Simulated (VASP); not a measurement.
# MgO (Periclase) (Fm-3m) in VASP: a series of runs

Aim: see how the results for MgO (Periclase) move with the level of theory and the settings. Levels: PBEsol, PBE. Tasks: relaxation of cell and atoms.

Program: VASP 6.6.1. These are calculated values, not measurements. Logs are shortened: lines on timing, memory, paths and dates and some standing lists are left out, and cuts for length are marked.

## Step 1: The structure

The structure is cubic, space group Fm-3m (No. 225). Conventional cell: a = 4.217 Å, b = 4.217 Å, c = 4.217 Å, α = 90.00°, β = 90.00°, γ = 90.00°. Mg (site symmetry m-3m) is surrounded by 6 O at 2.11 Å. O (site symmetry m-3m) is surrounded by 6 Mg at 2.11 Å.

## Step 2: Relaxation of cell and atoms, PBEsol, target pressure 13.3 GPa, at which the enthalpy is minimised

INCAR reads:

```
SYSTEM = MgO
PREC     = Accurate       ! precision mode
ENCUT    = 600            ! plane-wave cutoff, eV
EDIFF    = 1E-6           ! SCF threshold, eV
ISMEAR   = 0              ! smearing method
SIGMA    = 0.03           ! smearing width, eV
LREAL    = .False.        ! projectors in reciprocal space
LASPH    = .True.         ! aspherical terms in the spheres
NELM     = 80             ! most SCF steps
ALGO     = Normal         ! electronic algorithm
ISIF     = 3              ! what is computed and relaxed
LWAVE    = .False.        ! write WAVECAR
LCHARG   = .False.        ! write CHGCAR
GGA      = PS             ! functional
IBRION   = 2              ! ionic algorithm
NSW      = 90             ! ionic steps
EDIFFG   = -0.01          ! ionic threshold
PSTRESS  = 133.0
```

KPOINTS reads:

```
Automatic mesh
0
Gamma
  12 12 12
  0 0 0
```

POSCAR reads:

```
MgO
1.0
    0.0000000000      2.1085000000      2.1085000000
    2.1085000000      0.0000000000      2.1085000000
    2.1085000000      2.1085000000      0.0000000000
Mg O
1 1
Direct
    0.0000000000      0.0000000000      0.0000000000
    0.5000000000      0.5000000000      0.5000000000
```

Potentials or basis: VASP PAW PBE potentials, release 64 (Mg, O).

Started as:

```console
$ cat potpaw_PBE.64/Mg/POTCAR potpaw_PBE.64/O/POTCAR > POTCAR
$ mpirun -np 1 vasp_std > vasp.out
```

OUTCAR:

```text
SYSTEM = MgO
   PREC = Accurate
   ENCUT = 600
   EDIFF = 1E-6
   ISMEAR = 0
   LREAL = .False.
   LASPH = .True.
   NELM = 80
   ISIF = 3
   GGA = PS
   IBRION = 2
   NSW = 90
   EDIFFG = -0.01
   PSTRESS = 133.0

 ion  position               nearest neighbor table
   1  0.000  0.000  0.000-   2 2.11   2 2.11   2 2.11   2 2.11   2 2.11   2 2.11
   2  0.500  0.500  0.500-   1 2.11   1 2.11   1 2.11   1 2.11   1 2.11   1 2.11

  LATTYP: Found a face centered cubic cell.
 ALAT       =     4.2170000000

  Lattice vectors:

 A1 = (   0.0000000000,   2.1085000000,   2.1085000000)
 A2 = (   2.1085000000,   0.0000000000,   2.1085000000)
 A3 = (   2.1085000000,   2.1085000000,   0.0000000000)

Analysis of symmetry for initial positions (statically):
=====================================================================
 Subroutine PRICEL returns:
 Original cell was already a primitive cell.

 Routine SETGRP: Setting up the symmetry group for a
 face centered cubic supercell.

 Subroutine GETGRP returns: Found 48 space group operations
 (whereof 48 operations were pure point group operations)
 out of a pool of 48 trial point group operations.

The static configuration has the point symmetry O_h .

Analysis of symmetry for dynamics (positions and initial velocities):
=====================================================================
 Subroutine PRICEL returns:
 Original cell was already a primitive cell.

 Routine SETGRP: Setting up the symmetry group for a
 face centered cubic supercell.

 Subroutine GETGRP returns: Found 48 space group operations
 (whereof 48 operations were pure point group operations)
 out of a pool of 48 trial point group operations.

The dynamic configuration has the point symmetry O_h .

 Subroutine INISYM returns: Found 48 space group operations
 (whereof 48 operations are pure point group operations),
 and found     1 'primitive' translations

----------------------------------------------------------------------------------------

                                     Primitive cell

  volume of cell :      18.7478

  direct lattice vectors                    reciprocal lattice vectors
     0.000000000  2.108500000  2.108500000    -0.237135404  0.237135404  0.237135404
     2.108500000  0.000000000  2.108500000     0.237135404 -0.237135404  0.237135404
     2.108500000  2.108500000  0.000000000     0.237135404  0.237135404 -0.237135404

  length of vectors
     2.981869296  2.981869296  2.981869296     0.410730569  0.410730569  0.410730569

  position of ions in fractional coordinates (direct lattice)
     0.000000000  0.000000000  0.000000000
     0.500000000  0.500000000  0.500000000

  ion indices of the primitive-cell ions
   primitive index   ion index
                 1           1
                 2           2

----------------------------------------------------------------------------------------

 KPOINTS: Automatic mesh

Automatic generation of k-mesh.
 Grid dimensions read from file:
 generate k-points for:   12   12   12

 Generating k-lattice:

  Cartesian coordinates                     Fractional coordinates (reciprocal lattice)
    -0.019761284  0.019761284  0.019761284     0.083333333  0.000000000  0.000000000
     0.019761284 -0.019761284  0.019761284     0.000000000  0.083333333  0.000000000
     0.019761284  0.019761284 -0.019761284     0.000000000  0.000000000  0.083333333

  Length of vectors
     0.034227547  0.034227547  0.034227547

  Shift w.r.t. Gamma in fractional coordinates (k-lattice)
     0.000000000  0.000000000  0.000000000

 Subroutine IBZKPT returns following result:
 ===========================================

 Found     72 irreducible k-points:

 Following reciprocal coordinates:
            Coordinates               Weight
  0.000000  0.000000  0.000000      1.000000
  0.083333  0.000000  0.000000      8.000000
  0.166667  0.000000  0.000000      8.000000
  0.250000  0.000000  0.000000      8.000000
  0.333333  0.000000  0.000000      8.000000
  0.416667  0.000000  0.000000      8.000000
[... 16 lines left out ...]
  0.500000  0.166667  0.000000     24.000000
 -0.416667  0.166667  0.000000     24.000000
 [... further k-points ...]
   k-points           NKPTS =     72   k-points in BZ     NKDIM =     72   number of bands    NBANDS=      8
   number of dos      NEDOS =    301   number of ions     NIONS =      2
   total plane-waves  NPLWV =  13824
   dimension x,y,z NGX =    24 NGY =   24 NGZ =   24
   dimension x,y,z NGXF=    48 NGYF=   48 NGZF=   48
   ions per type =               1   1
   NGX,Y,Z   is equivalent  to a cutoff of  13.38, 13.38, 13.38 a.u.
   NGXF,Y,Z  is equivalent  to a cutoff of  26.76, 26.76, 26.76 a.u.
 SYSTEM =  MgO
   PREC   = accura    normal or accurate (medium, high low for compatibility)
   ISTART =      0    job   : 0-new  1-cont  2-samecut
   ICHARG =      2    charge: 1-file 2-atom 10-const
   ISPIN  =      1    spin polarized calculation?
   LNONCOLLINEAR =      F non collinear calculations
   LSORBIT =      F    spin-orbit coupling
   LASPH  =      T    aspherical Exc in radial PAW
   ENCUT  =  600.0 eV  44.10 Ry    6.64 a.u.   5.96  5.96  5.96*2*pi/ulx,y,z
   NELM   =     80;   NELMIN=  2; NELMDL= -5     # of ELM steps
   EDIFF  = 0.1E-05   stopping-criterion for ELM
   LREAL  =      F    real-space projection
   EDIFFG = -.1E-01   stopping-criterion for IOM
   NSW    =     90    number of steps for IOM
   IBRION =      2    ionic relax: 0-MD 1-quasi-New 2-CG
   NFREE  =      1    steps in history (QN), initial steepest desc. (CG)
   ISIF   =      3    stress and relaxation
   ISYM   =      2    0-nonsym 1-usesym 2-fastsym
   POTIM  = 0.5000    time-step for ionic-motion
   TEBEG  =    0.0;   TEEND  =   0.0 temperature during run
   PSTRESS=  133.0 pullay stress
   NELECT =       8.0000    total number of electrons
   NUPDOWN=      -1.0000    fix difference up-down
   EMIN   =  10.00;   EMAX   =-10.00  energy-range for DOS
   EFERMI =   0.00;   METHOD = LEGACY
   ISMEAR =     0;   SIGMA  =   0.03  broadening in eV -4-tet -1-fermi 0-gaus
   EFERMI_NEDOS =   21; number of points for ismear=-14 and -15
   IALGO  =     38    algorithm
   IMIX   =      4    mixing-type and parameters
     AMIX     =   0.40;   BMIX     =  1.00
     AMIX_MAG =   1.60;   BMIX_MAG =  1.00
  volume/ion in A,a.u.               =       9.37        63.26
  Fermi-wavevector in a.u.,A,eV,Ry     =   1.232503  2.329092 20.668107  1.519063
  Thomas-Fermi vector in A             =   2.367270
   LORBIT       =      0    0 simple, 1 ext, 2 COOP (PROOUT), +10 PAW based schemes
   GGA     = PS    functional components
   LHFCALC =     F    Hartree Fock is set to
   AEXX    =    0.0000 exact exchange contribution
   IVDW    =     0    specifies the selected vdW correction
   LEPSILON=     F    determine dielectric tensor
   LRPA    =     F    only Hartree local field effects (RPA)
 conjugate gradient relaxation of ions
 non-spin polarized calculation
 Gauss-broadening in eV      SIGMA  =   0.03
  energy-cutoff  :      600.00
  volume of cell :       18.75
 maximum number of plane-waves:       642
   NGX = 11   NGY = 11   NGZ = 11

--------------------------------------- Ionic step        1  -------------------------------------------

 number of electron       8.0000005 magnetization

 Free energy of the ion-electron system (eV)
  ---------------------------------------------------
  ext. energy  EPLUGINS =         0.00000000
  ---------------------------------------------------
  free energy    TOTEN  =       -12.51528610 eV

  energy without entropy =      -12.51528610  energy(sigma->0) =      -12.51528610

------------------------ aborting loop because EDIFF is reached ----------------------------------------

  FORCE on cell =-STRESS in cart. coord.  units (eV):
  Direction    XX          YY          ZZ          XY          YZ          ZX
  --------------------------------------------------------------------------------------
  -------------------------------------------------------------------------------------
  Total       -0.1221113     -0.1221113     -0.1221113      0.0000000     -0.0000000      0.0000000
  in kB      -10.4355559    -10.4355559    -10.4355559      0.0000000     -0.0000000      0.0000000
  external PRESSURE =    -143.4355559 kB  Pullay stress =     133.0000000 kB

 VOLUME and BASIS-vectors are now :
 -----------------------------------------------------------------------------
  energy-cutoff  :      600.00
  volume of cell :       18.75
      direct lattice vectors                 reciprocal lattice vectors
     0.000000000  2.108500000  2.108500000    -0.237135404  0.237135404  0.237135404
     2.108500000  0.000000000  2.108500000     0.237135404 -0.237135404  0.237135404
     2.108500000  2.108500000  0.000000000     0.237135404  0.237135404 -0.237135404
[... 46 lines left out ...]
  FREE ENERGIE OF THE ION-ELECTRON SYSTEM (eV)
  ---------------------------------------------------
  free  energy   TOTEN  =       -12.3753053269 eV

  energy  without entropy=      -12.3753053269  energy(sigma->0) =      -12.37530533

  enthalpy is  TOTEN    =       -11.0004827479 eV   P V=        1.3748225791

--------------------------------------- Ionic step        3  -------------------------------------------

 number of electron       7.9999997 magnetization

 Free energy of the ion-electron system (eV)
  ---------------------------------------------------
  ext. energy  EPLUGINS =         0.00000000
  ---------------------------------------------------
  free energy    TOTEN  =       -12.46600321 eV

  energy without entropy =      -12.46600321  energy(sigma->0) =      -12.46600321

 E-fermi :   3.8816     XC(G=0): -11.6736

 val. band max:        3.6440454757   @ k =   0.0000   0.0000   0.0000
 cond. band min:       9.0309421722   @ k =   0.0000   0.0000   0.0000
 fundamental gap:      5.3868966965
 Fermi energy:         3.8815528509

 k-point     1 :       0.0000    0.0000    0.0000
  band No.  band energies     occupation
      1     -13.9627      2.00000
      2       3.6440      2.00000
      3       3.6440      2.00000
      4       3.6440      2.00000
      5       9.0309      0.00000
      6      19.6879      0.00000
      7      19.6879      0.00000
      8      19.6879      0.00000

 k-point     2 :       0.0833    0.0000    0.0000
  band No.  band energies     occupation
      1     -13.8776      2.00000
      2       3.1555      2.00000
      3       3.5888      2.00000
      4       3.5888      2.00000
      5       9.4831      0.00000
      6      18.7001      0.00000
      7      19.8790      0.00000
      8      19.8790      0.00000
[... 221 lines left out ...]
 k-point    23 :       0.5000    0.1667    0.0000
  band No.  band energies     occupation
      1     -12.3859      2.00000
      2      -0.8897      2.00000
      3       2.0385      2.00000
      4       2.6969      2.00000
      5      13.0143      0.00000
      6      16.4502      0.00000
      7      18.5716      0.00000
      8      21.3547      0.00000

 k-point    24 :      -0.4167    0.1667    0.0000
  band No.  band energies     occupation
      1     -12.3503      2.00000
      2      -0.9429      2.00000
      3       1.8902      2.00000
      4       2.7558      2.00000
      5      13.0730      0.00000
      6      16.6325      0.00000
      7      18.5377      0.00000
      8      21.3170      0.00000

 [... further k-points ...]

------------------------ aborting loop because EDIFF is reached ----------------------------------------

  FORCE on cell =-STRESS in cart. coord.  units (eV):
  Direction    XX          YY          ZZ          XY          YZ          ZX
  --------------------------------------------------------------------------------------
  -------------------------------------------------------------------------------------
  Total        1.4354267      1.4354267      1.4354267     -0.0000000      0.0000000      0.0000000
  in kB      132.5733386    132.5733386    132.5733386     -0.0000000      0.0000000      0.0000000
  external PRESSURE =      -0.4266614 kB  Pullay stress =     133.0000000 kB

 VOLUME and BASIS-vectors are now :
 -----------------------------------------------------------------------------
  energy-cutoff  :      600.00
  volume of cell :       17.35
      direct lattice vectors                 reciprocal lattice vectors
     0.000000000  2.054637169  2.054637169    -0.243351969  0.243351969  0.243351969
     2.054637169 -0.000000000  2.054637169     0.243351969 -0.243351969  0.243351969
     2.054637169  2.054637169  0.000000000     0.243351969  0.243351969 -0.243351969

 POSITION                                       TOTAL-FORCE (eV/Angst)
 -----------------------------------------------------------------------------------
      0.00000     -0.00000      0.00000        -0.000000     -0.000000     -0.000000
      2.05464      2.05464      2.05464         0.000000      0.000000      0.000000
 -----------------------------------------------------------------------------------
    total drift:                               -0.000000     -0.000000      0.000000

  FREE ENERGIE OF THE ION-ELECTRON SYSTEM (eV)
  ---------------------------------------------------
  free  energy   TOTEN  =       -12.4660032064 eV

  energy  without entropy=      -12.4660032064  energy(sigma->0) =      -12.46600321

  enthalpy is  TOTEN    =       -11.0259568416 eV   P V=        1.4400463647

 reached required accuracy - stopping structural energy minimisation
```

Run time: 9.7 s. Hardware: 1 thread of Intel Xeon 6975P-C (Granite Rapids), shared host; peak memory 0.15 GiB.

Results:

- Free energy: -12.4660 eV
- Relaxed volume: 8.67 Å³/atom
- Relaxed cell: a = 2.906 Å, b = 2.906 Å, c = 2.906 Å, α = 60.00°, β = 60.00°, γ = 60.00°
- Space group after relaxing (to 0.05 Å): Fm-3m (No. 225)
- Energy change on relaxing (the enthalpy is what falls): +24.6 meV/atom
- Ionic steps: 3
- Pressure after relaxing: 13.3 GPa
- Band gap on the k mesh: 5.39 eV, direct

The path:
```
step  energy change (eV)  largest force (eV/Å)  pressure (GPa)  volume (Å³)
   1              0.0000                0.0000           -1.04        18.75
   2              0.1400                0.0000           24.16        16.56
   3              0.0493                0.0000           13.26        17.35
```

Final structure:
```xyz
2
Lattice="0.0000 2.0546 2.0546 2.0546 0.0000 2.0546 2.0546 2.0546 0.0000" Properties=species:S:1:pos:R:3 pbc="T T T"
Mg    0.0000    0.0000    0.0000
O     2.0546    2.0546    2.0546
```

Levels at points of the mesh, in eV from the valence-band top:
```csv
k point,band 2,band 3,band 4,band 5,band 6,band 7
"(0.00, 0.00, 0.00)",0.00,0.00,0.00,5.39,16.04,16.04
"(0.50, 0.00, 0.00)",-5.02,-0.75,-0.75,8.22,13.35,16.95
"(0.50, 0.50, 0.00)",-4.46,-1.47,-1.47,8.99,10.70,13.78
```

Caveat: the cell is relaxed towards a set pressure, so the enthalpy falls and the energy may rise; the PAW data sets were made with another functional, which shifts forces and pressure a little. A k mesh can miss the band edges.

## Step 3: Relaxation of cell and atoms, PBEsol, target pressure 13.3 GPa, at which the enthalpy is minimised

This run uses another cell than the first one, of 8.67 Å³/atom, 0.925 times its volume.

Changes to INCAR since step 2:

```diff
@@ -3,3 +3,3 @@
 ENCUT    = 600            ! plane-wave cutoff, eV
-EDIFF    = 1E-6           ! SCF threshold, eV
+EDIFF    = 1E-7           ! SCF threshold, eV
 ISMEAR   = 0              ! smearing method
@@ -16,3 +16,3 @@
 NSW      = 90             ! ionic steps
-EDIFFG   = -0.01          ! ionic threshold
+EDIFFG   = -0.005         ! ionic threshold
 PSTRESS  = 133.0
```

KPOINTS is that of step 2.

POSCAR reads:

```
MgO                                     
1.0
    0.0000000000      2.0546371687      2.0546371687
    2.0546371687     -0.0000000000      2.0546371687
    2.0546371687      2.0546371687      0.0000000000
  Mg              O             
     1     1
Direct
     0.0000000000000000    0.0000000000000000    0.0000000000000000
     0.5000000000000000    0.5000000000000000    0.5000000000000000
```

Potentials or basis: VASP PAW PBE potentials, release 64 (Mg, O).

Started as:

```console
$ cat potpaw_PBE.64/Mg/POTCAR potpaw_PBE.64/O/POTCAR > POTCAR
$ mpirun -np 1 vasp_std > vasp.out
```

Wall time 4.1 s (1 thread of Intel Xeon 6975P-C (Granite Rapids), shared host); peak memory 0.15 GiB.

It converged, with:

- Free energy: -12.4622 eV
- Pressure after relaxing: 13.3 GPa
- Band gap on the k mesh: 5.39 eV, direct

Final structure:
```
Mg O
1.0
     0.00000    2.05464    2.05464
     2.05464    0.00000    2.05464
     2.05464    2.05464    0.00000
Mg O
1 1
Direct
  0.00000 0.00000 0.00000
  0.50000 0.50000 0.50000
```

Levels at points of the mesh, in eV from the valence-band top:
```csv
k point,band 1,band 2,band 3,band 4,band 5,band 6,band 7,band 8
"(0.00, 0.00, 0.00)",-17.61,0.00,0.00,0.00,5.39,16.04,16.04,16.04
"(0.50, 0.00, 0.00)",-16.09,-5.02,-0.75,-0.75,8.22,13.35,16.95,16.95
"(0.50, 0.50, 0.00)",-15.80,-4.46,-1.47,-1.47,8.99,10.70,13.78,19.99
```

Caveat: the relaxation stopped at its first step, so nothing moved; the cell is relaxed towards a set pressure, so the enthalpy falls and the energy may rise; the PAW data sets were made with another functional, which shifts forces and pressure a little. A k mesh can miss the band edges.

## Step 4: Relaxation of cell and atoms, PBE, target pressure 0.61 GPa, at which the enthalpy is minimised

INCAR reads:

```
ALGO = Normal
EDIFF = 1E-6
EDIFFG = -0.01
ENCUT = 600
GGA = PE
IBRION = 2
ISIF = 3
ISMEAR = 0
LASPH = True
LCHARG = False
LREAL = False
LWAVE = False
NELM = 80
NSW = 90
PREC = Accurate
PSTRESS = 6.1
SIGMA = 0.03
```

KPOINTS reads:

```
k-points
0
Gamma
  12 12 12
```

POSCAR reads:

```
MgO
1.0
    0.0000000000      2.1085000000      2.1085000000
    2.1085000000      0.0000000000      2.1085000000
    2.1085000000      2.1085000000      0.0000000000
Mg O
1 1
Direct
    0.0000000000      0.0000000000      0.0000000000
    0.5000000000      0.5000000000      0.5000000000
```

Started as:

```console
$ cat potpaw_PBE.64/Mg/POTCAR potpaw_PBE.64/O/POTCAR > POTCAR
$ mpirun -np 1 vasp_std > vasp.out
```

Run time: 7.9 s. Hardware: 1 thread of Intel Xeon 6975P-C (Granite Rapids), shared host; peak memory 0.15 GiB.

The run converged. Its results:

| Item | Value |
| --- | --- |
| Free energy | -11.9139 eV |
| Relaxed volume | 9.52 Å³/atom |
| Relaxed cell | a = 2.998 Å, b = 2.998 Å, c = 2.998 Å, α = 60.00°, β = 60.00°, γ = 60.00° |
| Space group after relaxing (to 0.05 Å) | Fm-3m (No. 225) |
| Energy change on relaxing (the enthalpy is what falls) | -1.7 meV/atom |
| Ionic steps | 3 |
| Pressure after relaxing | 0.6 GPa |
| Band gap on the k mesh | 4.54 eV, direct |

The path:
| step | energy change (eV) | largest force (eV/Å) | pressure (GPa) | volume (Å³) |
| --- | --- | --- | --- | --- |
| 1 | 0.0000 | 0.0000 | 3.09 | 18.75 |
| 2 | -0.0036 | 0.0000 | -0.17 | 19.14 |
| 3 | -0.0034 | 0.0000 | 0.60 | 19.05 |

Final structure:
```
Mg O
1.0
     0.00000    2.11966    2.11966
     2.11966    0.00000    2.11966
     2.11966    2.11966    0.00000
Mg O
1 1
Direct
  0.00000 0.00000 0.00000
  0.50000 0.50000 0.50000
```

Levels at points of the mesh, in eV from the valence-band top:
```csv
k point,band 2,band 3,band 4,band 5,band 6,band 7
"(0.00, 0.00, 0.00)",0.00,0.00,0.00,4.54,15.69,15.69
"(0.50, 0.00, 0.00)",-4.53,-0.63,-0.63,7.78,12.39,16.11
"(0.50, 0.50, 0.00)",-4.00,-1.32,-1.32,9.10,9.76,12.89
```

Caveat: the cell is relaxed towards a set pressure, so the enthalpy falls and the energy may rise. PBE usually gives volumes a little too large and moduli too small.

[end of part 1 of 2]
